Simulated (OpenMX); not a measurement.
# Sb (R-3m) in OpenMX: notebook, part 2 of 2

OpenMX 3.8.5.

### 4 Band structure, PBE

This run uses another cell than the first one, of 29.00 Å³/atom, 1.091 times its volume.

File Sb.dat:

```
System.CurrrentDirectory             ./
System.Name                          Sb
DATA.PATH                            ./DFT_DATA13
level.of.stdout                      1
level.of.fileout                     0
Species.Number                       1
<Definition.of.Atomic.Species
  Sb  Sb7.0-s3p2d2           Sb_PBE13
Definition.of.Atomic.Species>

Atoms.Number                         2
Atoms.SpeciesAndCoordinates.Unit     FRAC
<Atoms.SpeciesAndCoordinates
    1  Sb    0.7665100000    0.7665100000    0.7665100000   7.500  7.500
    2  Sb    0.2334900000    0.2334900000    0.2334900000   7.500  7.500
Atoms.SpeciesAndCoordinates>

Atoms.UnitVectors.Unit               Ang
<Atoms.UnitVectors
     2.1250856202    1.2269187549    3.7072099901
    -2.1250856202    1.2269187549    3.7072099901
     0.0000000000   -2.4538375098    3.7072099901
Atoms.UnitVectors>

scf.XcType                           GGA-PBE
scf.SpinPolarization                 off
scf.ElectronicTemperature            580.226
scf.energycutoff                     500.0
scf.maxIter                          100
scf.EigenvalueSolver                 band
scf.Kgrid                            7 7 7
scf.Mixing.Type                      rmm-diisk
scf.Init.Mixing.Weight               0.05
scf.Min.Mixing.Weight                0.001
scf.Max.Mixing.Weight                0.3
scf.Mixing.History                   25
scf.Mixing.StartPulay                8
scf.criterion                        1.0e-8
scf.stress.tensor                    on
MD.Type                              nomd
Band.dispersion                      on
Band.Nkpath                          9
<Band.kpath
    9   0.000000  0.000000  0.000000    0.500000  0.000000  0.000000  G L
    7   0.500000  0.000000  0.000000    0.500000  0.239687 -0.239687  L B1
    7   0.760313  0.500000  0.239687    0.500000  0.500000  0.500000  B Z
    8   0.500000  0.500000  0.500000    0.000000  0.000000  0.000000  Z G
   10   0.000000  0.000000  0.000000    0.369844  0.000000 -0.369844  G X
    4   0.630156  0.369844  0.000000    0.500000  0.500000  0.000000  Q F
    4   0.500000  0.500000  0.000000    0.630156  0.630156  0.239687  F P1
    6   0.630156  0.630156  0.239687    0.500000  0.500000  0.500000  P1 Z
    6   0.500000  0.000000  0.000000    0.760313  0.369844  0.369844  L P
Band.kpath>
```

Potentials or basis: OpenMX 2013 PBE set, Sb7.0-s3p2d2, grid cutoff 500 Ry.

The run is started by

```sh
$ openmx Sb.dat -nt 1 > Sb.std
```

Sb.out:

```text
Required cutoff energy (Ryd) for 3D-grids = 500.0000
      Used cutoff energy (Ryd) for 3D-grids = 521.4947, 521.4947, 521.4947
  Num. of grids of a-, b-, and c-axes = 48, 48, 48

  Num.Grid1.    48
  Num.Grid2.    48
  Num.Grid3.    48

  Cell_Volume =    391.369684580802 (Bohr^3)
  GridVol     =      0.003538860719 (Bohr^3)
  Cell vectors (bohr) of the grid cell (gtv)
    gtv_a =  0.083663115093,  0.048302922021,  0.145950230488
    gtv_b = -0.083663115093,  0.048302922021,  0.145950230488
    gtv_c =  0.000000000000, -0.096605844042,  0.145950230488
    |gtv_a| =  0.175026166279
    |gtv_b| =  0.175026166279
    |gtv_c| =  0.175026166280

[... 217 lines left out ...]
  px          1   -0.008131601 -0.008131601  -0.016263201   0.000000000
  py          1   -0.008131603 -0.008131603  -0.016263206   0.000000000
  pz          1   -0.010922420 -0.010922420  -0.021844841   0.000000000
   sum over m     -0.027185624 -0.027185624  -0.054371248   0.000000000
   sum over m+mul  1.282881573  1.282881573   2.565763147   0.000000000
  d3z^2-r^2   0    1.000031666  1.000031666   2.000063332   0.000000000
  dx^2-y^2    0    0.999871455  0.999871455   1.999742909   0.000000000
  dxy         0    0.999871453  0.999871453   1.999742906   0.000000000
  dxz         0    0.999916682  0.999916682   1.999833364   0.000000000
  dyz         0    0.999916683  0.999916683   1.999833367   0.000000000
   sum over m      4.999607939  4.999607939   9.999215878   0.000000000
  d3z^2-r^2   1    0.038942518  0.038942518   0.077885036   0.000000000
  dx^2-y^2    1    0.052521227  0.052521227   0.105042455   0.000000000
  dxy         1    0.052521199  0.052521199   0.105042397   0.000000000
  dxz         1    0.066852563  0.066852563   0.133705125   0.000000000
  dyz         1    0.066852382  0.066852382   0.133704764   0.000000000
   sum over m      0.277689888  0.277689888   0.555379777   0.000000000
   sum over m+mul  5.277297827  5.277297827  10.554595655   0.000000000

***********************************************************
       xyz-coordinates (Ang) and forces (Hartree/Bohr)
***********************************************************

<coordinates.forces
  2
    1    Sb     0.00000   0.00000   8.52484  -0.000000002843  0.000000708219 -0.013204775388
    2    Sb    -0.00000  -0.00000   2.59679   0.000000002843 -0.000000708219  0.013204775388
coordinates.forces>

***********************************************************
       Fractional coordinates of the final structure
***********************************************************

     1     Sb     0.76651000000000   0.76651000000000   0.76651000000000
     2     Sb     0.23349000000000   0.23349000000000   0.23349000000000
```

Sb.std:

```text
*******************************************************
 Welcome to OpenMX   Ver. 3.8.5
 Copyright (C), 2002-2014, T. Ozaki
 OpenMX comes with ABSOLUTELY NO WARRANTY.
 This is free software, and you are welcome to
 redistribute it under the constitution of the GNU-GPL.
*******************************************************
[... 221 lines left out ...]
  Uzs   =       0.000000000000
  Uzo   =       0.000000000000
  Uef   =       0.000000000000
  UvdW  =       0.000000000000
  Utot  =    -173.316705127173

*******************************************************
             MD or geometry opt. at MD = 1
*******************************************************

outputting data on grids to files...

The calculation was normally finished.
```

Wall time 75 s (1 thread of Intel Xeon 6975P-C (Granite Rapids), shared host); peak memory 0.75 GiB.

Results:

```yaml
Free_energy: -4716.1888 eV
Pressure: 7.7 GPa
Largest_force: 0.679 eV/Å
Band_gap_along_the_path: none (metal or under the smearing width)
```

Forces on the atoms (eV/Å):
```
Sb   0.000  0.000 -0.679
Sb   0.000  0.000  0.679
```

Levels at the corners of the path, in eV from the Fermi level:
```
point  band 11  band 12  band 13  band 14  band 15  band 16  band 17  band 18  band 19  band 20
    Γ   -13.09    -4.56    -2.13    -1.86    -1.86     2.24     2.95     2.95     5.36     5.36
    L   -10.61    -9.84    -2.04    -1.87    -0.23    -0.15     0.25     0.50     8.39     8.85
 B1|B   -10.01    -9.16    -5.27    -5.10    -0.72     0.76     4.85     4.94     6.42     6.56
    Z   -11.50    -9.14    -1.38    -1.38    -0.42     0.11     0.11     1.33     7.71     9.58
    Γ   -13.09    -4.56    -2.13    -1.86    -1.86     2.24     2.95     2.95     5.36     5.36
  X|Q    -9.99    -9.28    -5.60    -3.33    -3.01     2.97     3.47     4.33     6.30     7.94
    F   -10.53    -8.09    -5.66    -3.93    -3.86     1.59     5.28     5.93     7.32     9.60
   P1   -10.40    -8.83    -5.64    -3.39    -2.79     2.60     3.34     4.93     6.40     8.55
  Z|L   -11.50    -9.14    -1.38    -1.38    -0.42     0.11     0.11     1.33     7.71     9.58
    P   -10.40    -8.83    -5.64    -3.39    -2.79     2.60     3.34     4.93     6.40     8.55
```

Caveat: the basis has few d functions beyond the semicore shells, which can make volumes several per cent too large; spin-orbit coupling is left out, which moves the levels of the heavy elements; the basis of atomic orbitals isn't converged, which shifts pressures, moduli and gaps.

### 5 The runs side by side

| cell | gap on the mesh (eV) | pressure (GPa) | largest force (eV/Å) |
| --- | --- | --- | --- |
| R-3m, 26.58 Å³/atom | none | 16.1 | 1.31 |
| R-3m, 27.79 Å³/atom | 0.19 | 11.5 | 1.00 |
| R-3m, 29.0 Å³/atom | - | 7.7 | 0.68 |

Alike in all rows: task band structure; level PBE; potentials or basis OpenMX 2013 PBE set, Sb7.0-s3p2d2, grid cutoff 500 Ry; no spin polarisation; k mesh 7 × 7 × 7; smearing fermi-dirac 0.05 eV.

Caveats: the basis has few d functions beyond the semicore shells, which can make volumes several per cent too large; spin-orbit coupling is left out, which moves the levels of the heavy elements; the basis of atomic orbitals isn't converged, which shifts pressures, moduli and gaps; forces of over 1 eV/Å show positions far from the minimum, so gaps and moduli don't describe the material at rest (some runs); the mesh misses the band edges, which the band path finds closer together (some runs).

Absolute energies hang on the potentials; compare differences alone.
